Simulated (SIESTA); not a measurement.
AlN:

```xyz
4
Lattice="3.1130 0.0000 0.0000 -1.5565 2.6959 0.0000 0.0000 0.0000 4.9810" Properties=species:S:1:pos:R:3 pbc="T T T"
Al    1.5565    0.8986    2.4905
Al    0.0000    1.7973    0.0000
N     1.5565    0.8986    4.3833
N     0.0000    1.7973    1.8928
```

Base run:

| Quantity | Value |
| --- | --- |
| Program | SIESTA 5.4.2 |
| Functional | PBE |
| Potentials or basis | PseudoDojo 0.4 standard (PBE files) |
| Basis | SZ (energy shift 0.003 Ry) |
| Grid cutoff | 800 Ry |
| Energy shift | 0.003 Ry |
| k mesh | 10 × 10 × 6 |
| Occupations | fermi-dirac, width 0.05 eV |
| Spin | no spin polarisation |

Its results: band gap on the k mesh 3.97 eV, direct; pressure 21.9 GPa; largest force 0.039 eV/Å.

**Question.** After a change of settings the same cell gave: band gap on the k mesh 4.37 eV, direct; pressure 4.5 GPa; largest force 0.116 eV/Å. Which change was it?
A. basis from SZ (energy shift 0.003 Ry) to TZP (energy shift 0.003 Ry)
B. functional from PBE to RPBE; basis from SZ (energy shift 0.003 Ry) to DZP (energy shift 0.003 Ry)
C. basis from SZ (energy shift 0.003 Ry) to DZP (energy shift 0.01 Ry); energy shift from 0.003 Ry to 0.01 Ry

**Answer.** A.

Caveats: the basis of atomic orbitals isn't converged, which shifts pressures, moduli and gaps; the basis has no polarisation orbitals (some runs); so large a pressure means that the cell lies far from this level's equilibrium, or that cutoff or potentials fall short (some runs).
